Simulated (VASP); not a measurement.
# AlP (F-43m) in VASP: notebook

Runs on AlP. Level: PBE. Tasks: single point, relaxation of cell and atoms.

Everything below comes from runs of VASP 6.6.1. Logs are shortened: lines on timing, memory, paths and dates and some standing lists are left out, and cuts for length are marked.

**Experimental background.**

From a printed reference work, data compilation, for a bulk crystal of AlP at 4.2 K: band gap 2.505 eV (indirect).

How close the calculation comes is told below.

## 1. The cell of the first run

It takes space group F-43m (No. 216, cubic). Conventional cell: a = 5.507 Å, b = 5.507 Å, c = 5.507 Å, α = 90.00°, β = 90.00°, γ = 90.00°. Within 3.2 Å of Al (site symmetry -43m) lie 4 P at 2.38 Å. Within 3.2 Å of P (site symmetry -43m) lie 4 Al at 2.38 Å.

## 2. Single point, PBE

INCAR reads:

```
SYSTEM = AlP
  PREC = Accurate
  ENCUT = 500
  EDIFF = 1E-6
  ISMEAR = 0
  SIGMA = 0.01
  LREAL = .False.
  LASPH = .True.
  NELM = 120
  ALGO = Normal
  ISIF = 2
  LWAVE = .False.
  LCHARG = .False.
  GGA = PE
  NBANDS = 11
  GGA_COMPAT = .False.
```

KPOINTS reads:

```
Automatic mesh
0
Gamma
  6 6 6
  0 0 0
```

POSCAR reads:

```
AlP
1.0
    0.0000000000      2.7537262664      2.7537262664
    2.7537262664      0.0000000000      2.7537262664
    2.7537262664      2.7537262664      0.0000000000
Al P
1 1
Direct
    0.0000000000      0.0000000000      0.0000000000
    0.2500000000      0.2500000000      0.2500000000
```

Potentials or basis: VASP PAW PBE potentials, release 64 (Al, P).

Command:

```console
$ cat potpaw_PBE.64/Al/POTCAR potpaw_PBE.64/P/POTCAR > POTCAR
$ mpirun -np 1 vasp_std > vasp.out
```

OUTCAR:

```text
SYSTEM = AlP
   PREC = Accurate
   ENCUT = 500
   EDIFF = 1E-6
   ISMEAR = 0
   LREAL = .False.
   LASPH = .True.
   NELM = 120
   ISIF = 2
   GGA = PE

 ion  position               nearest neighbor table
   1  0.000  0.000  0.000-   2 2.38   2 2.38   2 2.38   2 2.38
   2  0.250  0.250  0.250-   1 2.38   1 2.38   1 2.38   1 2.38

  LATTYP: Found a face centered cubic cell.
 ALAT       =     5.5074525328

  Lattice vectors:

 A1 = (   0.0000000000,   2.7537262664,   2.7537262664)
 A2 = (   2.7537262664,   0.0000000000,   2.7537262664)
 A3 = (   2.7537262664,   2.7537262664,   0.0000000000)

Analysis of symmetry for initial positions (statically):
=====================================================================
 Subroutine PRICEL returns:
 Original cell was already a primitive cell.

 Routine SETGRP: Setting up the symmetry group for a
 face centered cubic supercell.

 Subroutine GETGRP returns: Found 24 space group operations
 (whereof 24 operations were pure point group operations)
 out of a pool of 48 trial point group operations.

The static configuration has the point symmetry T_d .

Analysis of symmetry for dynamics (positions and initial velocities):
=====================================================================
 Subroutine PRICEL returns:
 Original cell was already a primitive cell.

 Routine SETGRP: Setting up the symmetry group for a
 face centered cubic supercell.

 Subroutine GETGRP returns: Found 24 space group operations
 (whereof 24 operations were pure point group operations)
 out of a pool of 48 trial point group operations.

The dynamic configuration has the point symmetry T_d .

 Subroutine INISYM returns: Found 24 space group operations
 (whereof 24 operations are pure point group operations),
 and found     1 'primitive' translations

----------------------------------------------------------------------------------------

                                     Primitive cell

  volume of cell :      41.7631

  direct lattice vectors                    reciprocal lattice vectors
     0.000000000  2.753726266  2.753726266    -0.181572150  0.181572150  0.181572150
     2.753726266  0.000000000  2.753726266     0.181572150 -0.181572150  0.181572150
     2.753726266  2.753726266  0.000000000     0.181572150  0.181572150 -0.181572150

  length of vectors
     3.894357033  3.894357033  3.894357033     0.314492190  0.314492190  0.314492190

  position of ions in fractional coordinates (direct lattice)
     0.000000000  0.000000000  0.000000000
     0.250000000  0.250000000  0.250000000

  ion indices of the primitive-cell ions
   primitive index   ion index
                 1           1
                 2           2

----------------------------------------------------------------------------------------

 KPOINTS: Automatic mesh

Automatic generation of k-mesh.
 Grid dimensions read from file:
 generate k-points for:    6    6    6

 Generating k-lattice:

  Cartesian coordinates                     Fractional coordinates (reciprocal lattice)
    -0.030262025  0.030262025  0.030262025     0.166666667  0.000000000  0.000000000
     0.030262025 -0.030262025  0.030262025     0.000000000  0.166666667  0.000000000
     0.030262025  0.030262025 -0.030262025     0.000000000  0.000000000  0.166666667

  Length of vectors
     0.052415365  0.052415365  0.052415365

  Shift w.r.t. Gamma in fractional coordinates (k-lattice)
     0.000000000  0.000000000  0.000000000

 Subroutine IBZKPT returns following result:
 ===========================================

 Found     16 irreducible k-points:

 Following reciprocal coordinates:
            Coordinates               Weight
  0.000000  0.000000  0.000000      1.000000
  0.166667  0.000000  0.000000      8.000000
  0.333333  0.000000  0.000000      8.000000
  0.500000  0.000000  0.000000      4.000000
  0.166667  0.166667  0.000000      6.000000
  0.333333  0.166667  0.000000     24.000000
[... 8 lines left out ...]
 -0.333333  0.333333  0.166667     24.000000
 -0.333333  0.500000  0.166667     12.000000
   k-points           NKPTS =     16   k-points in BZ     NKDIM =     16   number of bands    NBANDS=     11
   number of dos      NEDOS =    301   number of ions     NIONS =      2
   total plane-waves  NPLWV =  21952
   dimension x,y,z NGX =    28 NGY =   28 NGZ =   28
   dimension x,y,z NGXF=    56 NGYF=   56 NGZF=   56
   ions per type =               1   1
   NGX,Y,Z   is equivalent  to a cutoff of  11.95, 11.95, 11.95 a.u.
   NGXF,Y,Z  is equivalent  to a cutoff of  23.91, 23.91, 23.91 a.u.
 SYSTEM =  AlP
   PREC   = accura    normal or accurate (medium, high low for compatibility)
   ISTART =      0    job   : 0-new  1-cont  2-samecut
   ICHARG =      2    charge: 1-file 2-atom 10-const
   ISPIN  =      1    spin polarized calculation?
   LNONCOLLINEAR =      F non collinear calculations
   LSORBIT =      F    spin-orbit coupling
   LASPH  =      T    aspherical Exc in radial PAW
   ENCUT  =  500.0 eV  36.75 Ry    6.06 a.u.   7.10  7.10  7.10*2*pi/ulx,y,z
   NELM   =    120;   NELMIN=  2; NELMDL= -5     # of ELM steps
   EDIFF  = 0.1E-05   stopping-criterion for ELM
   LREAL  =      F    real-space projection
   EDIFFG = 0.1E-04   stopping-criterion for IOM
   NSW    =      0    number of steps for IOM
   IBRION =     -1    ionic relax: 0-MD 1-quasi-New 2-CG
   NFREE  =      0    steps in history (QN), initial steepest desc. (CG)
   ISIF   =      2    stress and relaxation
   ISYM   =      2    0-nonsym 1-usesym 2-fastsym
   POTIM  = 0.5000    time-step for ionic-motion
   TEBEG  =    0.0;   TEEND  =   0.0 temperature during run
   PSTRESS=    0.0 pullay stress
   NELECT =       8.0000    total number of electrons
   NUPDOWN=      -1.0000    fix difference up-down
   EMIN   =  10.00;   EMAX   =-10.00  energy-range for DOS
   EFERMI =   0.00;   METHOD = LEGACY
   ISMEAR =     0;   SIGMA  =   0.01  broadening in eV -4-tet -1-fermi 0-gaus
   EFERMI_NEDOS =   21; number of points for ismear=-14 and -15
   IALGO  =     38    algorithm
   IMIX   =      4    mixing-type and parameters
     AMIX     =   0.40;   BMIX     =  1.00
     AMIX_MAG =   1.60;   BMIX_MAG =  1.00
  volume/ion in A,a.u.               =      20.88       140.92
  Fermi-wavevector in a.u.,A,eV,Ry     =   0.943715  1.783362 12.117314  0.890597
  Thomas-Fermi vector in A             =   2.071449
   LORBIT       =      0    0 simple, 1 ext, 2 COOP (PROOUT), +10 PAW based schemes
   GGA     = PE    functional components
   LHFCALC =     F    Hartree Fock is set to
   AEXX    =    0.0000 exact exchange contribution
   IVDW    =     0    specifies the selected vdW correction
   LEPSILON=     F    determine dielectric tensor
   LRPA    =     F    only Hartree local field effects (RPA)
 non-spin polarized calculation
 Gauss-broadening in eV      SIGMA  =   0.01
  energy-cutoff  :      500.00
  volume of cell :       41.76
 maximum number of plane-waves:      1068
   NGX = 15   NGY = 15   NGZ = 15

 number of electron       8.0000001 magnetization

 Free energy of the ion-electron system (eV)
  ---------------------------------------------------
  ext. energy  EPLUGINS =         0.00000000
  ---------------------------------------------------
  free energy    TOTEN  =       -10.36934838 eV

  energy without entropy =      -10.36934838  energy(sigma->0) =      -10.36934838

 E-fermi :   4.3947     XC(G=0):  -9.1064

 val. band max:        4.3498532029   @ k =   0.0000   0.0000   0.0000
 cond. band min:       5.9767793228   @ k =   0.5000   0.5000   0.0000
 fundamental gap:      1.6269261200
 Fermi energy:         4.3946936060

 k-point     1 :       0.0000    0.0000    0.0000
  band No.  band energies     occupation
      1      -7.0090      2.00000
      2       4.3499      2.00000
      3       4.3499      2.00000
      4       4.3499      2.00000
      5       7.4337      0.00000
      6       8.8720      0.00000
      7       8.8720      0.00000
      8       8.8720      0.00000
      9      13.1523      0.00000
     10      13.1523      0.00000
     11      14.4588      0.00000

 k-point     2 :       0.1667    0.0000    0.0000
  band No.  band energies     occupation
      1      -6.7150      2.00000
      2       2.4970      2.00000
      3       4.1130      2.00000
      4       4.1130      2.00000
      5       7.8488      0.00000
      6       9.2977      0.00000
      7       9.2977      0.00000
      8       9.8739      0.00000
      9      12.5239      0.00000
     10      12.5239      0.00000
     11      15.0901      0.00000

 k-point     3 :       0.3333    0.0000    0.0000
  band No.  band energies     occupation
      1      -5.9529      2.00000
      2       0.0880      2.00000
      3       3.7487      2.00000
      4       3.7487      2.00000
      5       7.3020      0.00000
      6       9.3722      0.00000
      7       9.3722      0.00000
      8      12.1438      0.00000
      9      13.4208      0.00000
     10      13.4208      0.00000
     11      14.5402      0.00000

 k-point     4 :       0.5000    0.0000    0.0000
  band No.  band energies     occupation
      1      -5.3926      2.00000
      2      -1.0655      2.00000
      3       3.6013      2.00000
      4       3.6013      2.00000
      5       7.0659      0.00000
      6       9.1588      0.00000
      7       9.1588      0.00000
      8      12.5501      0.00000
      9      15.7965      0.00000
     10      15.7965      0.00000
     11      15.9730      0.00000
[... 127 lines left out ...]
 k-point    14 :       0.5000    0.3333    0.1667
  band No.  band energies     occupation
      1      -5.3512      2.00000
      2      -0.0157      2.00000
      3       1.7486      2.00000
      4       2.8037      2.00000
      5       8.1944      0.00000
      6       9.1336      0.00000
      7       9.7828      0.00000
      8      12.4593      0.00000
      9      13.5762      0.00000
     10      15.6782      0.00000
     11      17.5390      0.00000

 k-point    15 :      -0.3333    0.3333    0.1667
  band No.  band energies     occupation
      1      -4.9136      2.00000
      2      -0.5612      2.00000
      3       1.3050      2.00000
      4       2.4257      2.00000
      5       8.3898      0.00000
      6       9.2616      0.00000
      7      11.1340      0.00000
      8      11.9422      0.00000
      9      13.0941      0.00000
     10      16.1289      0.00000
     11      17.0870      0.00000

 k-point    16 :      -0.3333    0.5000    0.1667
  band No.  band energies     occupation
      1      -4.7212      2.00000
      2      -0.6198      2.00000
      3       1.5257      2.00000
      4       1.7619      2.00000
      5       7.6745      0.00000
      6       8.6224      0.00000
      7      11.9012      0.00000
      8      12.2442      0.00000
      9      15.3999      0.00000
     10      16.1624      0.00000
     11      17.4264      0.00000

------------------------ aborting loop because EDIFF is reached ----------------------------------------

  FORCE on cell =-STRESS in cart. coord.  units (eV):
  Direction    XX          YY          ZZ          XY          YZ          ZX
  --------------------------------------------------------------------------------------
  -------------------------------------------------------------------------------------
  Total       -0.0113895     -0.0113895     -0.0113895      0.0000000     -0.0000000      0.0000000
  in kB       -0.4369404     -0.4369404     -0.4369404      0.0000000     -0.0000000      0.0000000
  external PRESSURE =      -0.4369404 kB  Pullay stress =       0.0000000 kB

 VOLUME and BASIS-vectors are now :
 -----------------------------------------------------------------------------
  energy-cutoff  :      500.00
  volume of cell :       41.76
      direct lattice vectors                 reciprocal lattice vectors
     0.000000000  2.753726266  2.753726266    -0.181572150  0.181572150  0.181572150
     2.753726266  0.000000000  2.753726266     0.181572150 -0.181572150  0.181572150
     2.753726266  2.753726266  0.000000000     0.181572150  0.181572150 -0.181572150

 POSITION                                       TOTAL-FORCE (eV/Angst)
 -----------------------------------------------------------------------------------
      0.00000      0.00000      0.00000        -0.000000     -0.000000     -0.000000
      1.37686      1.37686      1.37686         0.000000      0.000000      0.000000
 -----------------------------------------------------------------------------------
    total drift:                               -0.000000     -0.000000     -0.000000

  FREE ENERGIE OF THE ION-ELECTRON SYSTEM (eV)
  ---------------------------------------------------
  free  energy   TOTEN  =       -10.3693483806 eV

  energy  without entropy=      -10.3693483806  energy(sigma->0) =      -10.36934838
```

It took 3.6 s on 1 thread of Intel Xeon 6975P-C (Granite Rapids), shared host; peak memory 0.14 GiB.

Results:

```
Free energy            : -10.3693 eV
Pressure               : 0.0 GPa
Band gap on the k mesh : 1.63 eV, indirect (least direct gap 3.08 eV)
```

Levels at points of the mesh, in eV from the valence-band top:
```
           k point  band 2  band 3  band 4  band 5  band 6  band 7
(0.00, 0.00, 0.00)    0.00    0.00    0.00    3.08    4.52    4.52
(0.50, 0.00, 0.00)   -5.42   -0.75   -0.75    2.72    4.81    4.81
(0.50, 0.50, 0.00)   -5.22   -2.05   -2.05    1.63    2.47   10.85
```

## 3. Relaxation of cell and atoms, PBE

This run uses another cell than the first one, of 20.25 Å³/atom, 0.970 times its volume.

INCAR reads:

```
  ALGO = Normal
  EDIFF = 1E-7
  EDIFFG = -0.02
  ENCUT = 500
  GGA = PE
  GGA_COMPAT = F
  IBRION = 2
  ISIF = 3
  ISMEAR = 0
  LASPH = T
  LCHARG = F
  LREAL = F
  LWAVE = F
  NELM = 120
  NELMIN = 4
  NSW = 50
  PREC = Accurate
  SIGMA = 0.01
```

KPOINTS reads:

```
k-points
0
Gamma
  6 6 6
```

POSCAR reads:

```
AlP
1.0
    0.0000000000      2.7255000000      2.7255000000
    2.7255000000      0.0000000000      2.7255000000
    2.7255000000      2.7255000000      0.0000000000
Al P
1 1
Direct
    0.0000000000      0.0000000000      0.0000000000
    0.2500000000      0.2500000000      0.2500000000
```

Potentials or basis: VASP PAW PBE potentials, release 64 (Al, P).

Command:

```console
$ cat potpaw_PBE.64/Al/POTCAR potpaw_PBE.64/P/POTCAR > POTCAR
$ mpirun -np 1 vasp_std > vasp.out
```

Wall time 8.4 s (1 thread of Intel Xeon 6975P-C (Granite Rapids), shared host); peak memory 0.14 GiB.

Results (log left out):

```yaml
Free_energy: -10.3692 eV
Relaxed_volume: 20.87 Å³/atom
Relaxed_cell: a = 3.894 Å, b = 3.894 Å, c = 3.894 Å, α = 60.00°, β = 60.00°, γ = 60.00°
Space_group_after_relaxing_to_0.05_Å: F-43m (No. 216)
Energy_gained_by_relaxing: 5.1 meV/atom
Ionic_steps: 3
Pressure_after_relaxing: 0.0 GPa
Band_gap_on_the_k_mesh: 1.63 eV, indirect (least direct gap 3.09 eV)
```

The path:
| step | energy change (eV) | largest force (eV/Å) | pressure (GPa) | volume (Å³) |
| --- | --- | --- | --- | --- |
| 1 | 0.0000 | 0.0000 | 2.67 | 40.49 |
| 2 | -0.0065 | 0.0000 | -1.45 | 42.50 |
| 3 | -0.0101 | 0.0000 | 0.00 | 41.74 |

Final structure:
```yaml
crystal:
  lattice:
    - [0.00000, 2.75313, 2.75313]
    - [2.75313, 0.00000, 2.75313]
    - [2.75313, 2.75313, 0.00000]
  atoms:
    - { symbol: Al, position: [0.00000, 0.00000, 0.00000] }
    - { symbol: P, position: [0.25000, 0.25000, 0.25000] }
```

Levels at points of the mesh, in eV from the valence-band top:
| k point | band 2 | band 3 | band 4 | band 5 | band 6 | band 7 |
| --- | --- | --- | --- | --- | --- | --- |
| (0.00, 0.00, 0.00) | 0.00 | 0.00 | 0.00 | 3.09 | 4.52 | 4.52 |
| (0.50, 0.00, 0.00) | -5.42 | -0.75 | -0.75 | 2.72 | 4.81 | 4.81 |
| (0.50, 0.50, 0.00) | -5.23 | -2.05 | -2.05 | 1.63 | 2.47 | 10.85 |

(Part 1 of 3 ends here.)
